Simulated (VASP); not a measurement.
SnSe2, 9 atoms in the cell. The cell holds a slab with vacuum, 9 atoms: a = 3.841 Å, b = 3.841 Å, c = 30.205 Å, α = 90.00°, β = 90.00°, γ = 120.00°. 

| Item | Value |
| --- | --- |
| Program | VASP 6.6.1 |
| Task | single point |
| Functional | PBE |
| Dispersion | D3(BJ) |
| Potentials or basis | VASP PAW PBE potentials, release 64 (Se, Sn_d) |
| Cutoff | 520 eV |
| k mesh | 9 × 9 × 1 |
| Occupations | gaussian, width 0.03 eV |
| Spin | no spin polarisation |
| Dipole correction | yes |
| Further INCAR settings | ALGO = Normal; EDIFF = 1e-06; NBANDS = 49 |

Potentials or basis: VASP PAW PBE potentials, release 64 (Se, Sn_d).

Launch:

```bash
$ cat potpaw_PBE.64/Se/POTCAR potpaw_PBE.64/Sn_d/POTCAR > POTCAR
$ mpirun -np 4 vasp_std > vasp.out
```

Hardware: 4 MPI ranks on Intel(R) Xeon(R) 6975P-C (Granite Rapids) (shared host).

**Question.** How long does it take, and how much memory?

**Answer.** Run time: 110 s on 4 MPI ranks on Intel(R) Xeon(R) 6975P-C (Granite Rapids), with other jobs on the host, peak memory 0.57 GiB a rank. Counts: scf iterations 22, k points 12.
